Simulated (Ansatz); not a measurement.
# EuO in Ansatz: convergence with k mesh

Input of the first run (k mesh 3 × 3 × 3); the others differ in this setting and in those tied to it:

File input.yaml:

```yaml
crystal:
  lattice:
    - [0.0, 2.57195, 2.57195]
    - [2.57195, 0.0, 2.57195]
    - [2.57195, 2.57195, 0.0]
  atoms:
    - { symbol: Eu, position: [0.0, 0.0, 0.0], spin: 7.0 }
    - { symbol: O, position: [0.5, 0.5, 0.5] }
hamiltonian:
  xc: r2scan
  pseudopotentials: { kind: paw, source: jth }
magnetization:
  spin_polarized: true
kpoints:
  mp_grid: { grid: [3, 3, 3] }
scf:
  occupations: { method: cold, width: 0.05 }
output:
  forces: true
  stress: true
  eigenvalues: true
```

Potentials or basis: JTH PAW.

Run with:

```bash
$ ansatz run input.yaml --threads 2 --pin off --max-ram 5632MiB --backend cpu --events-out ev --progress --plain --runs-dir out
```

Hardware: 2 threads of Intel(R) Xeon(R) Platinum 8375C CPU @ 2.90GHz (Ice Lake), with other jobs on the host.

Task: The values tried are 3 × 3 × 3, 4 × 4 × 4, 5 × 5 × 5, 7 × 7 × 7, 8 × 8 × 8, 10 × 10 × 10, 12 × 12 × 12, 15 × 15 × 15, loosest first. From which on does the pressure stay within 0.1 GPa of the tightest run that finished?

Result: From 5 × 5 × 5 on.

```tsv
k mesh	energy less the tightest run, at zero smearing (meV/atom)	pressure (GPa)	absolute moment (μB)	SCF cycles	CPU time (s)	peak memory (GiB)
3 × 3 × 3	13.12	-4.25	7.21	24	11	0.83
4 × 4 × 4	-1.97	-5.26	7.12	23	14	0.86
5 × 5 × 5	-0.17	-5.11	7.19	23	15	0.87
7 × 7 × 7	-0.56	-5.23	7.19	20	21	0.93
8 × 8 × 8	-0.42	-5.09	7.21	23	29	0.98
10 × 10 × 10	-0.01	-5.11	7.21	20	37	1.1
12 × 12 × 12	0.02	-5.14	7.21	23	63	1.1
15 × 15 × 15	0.00	-5.15	7.21	20	83	1.3
```

Against the tightest run, the energy stays within 1 meV/atom from 5 × 5 × 5 on; the absolute moment stays within 0.02 μB from 8 × 8 × 8 on. Meshes of other sizes hit other points, so gaps and Fermi surfaces needn't settle smoothly. The tightest run that finished is the yardstick and may itself not be fully converged.

Caveat, for the tightest run too: the magnetic or orbital state may not be the lowest; spin-orbit coupling is left out, which moves the levels of the heavy elements; a cell with one magnetic atom can't hold antiferromagnetic order, which such compounds often take; without U or exact exchange the open f shell lies at the Fermi level, which spoils levels, moments and volumes. The state reached can hang on the start; a lower one may exist.
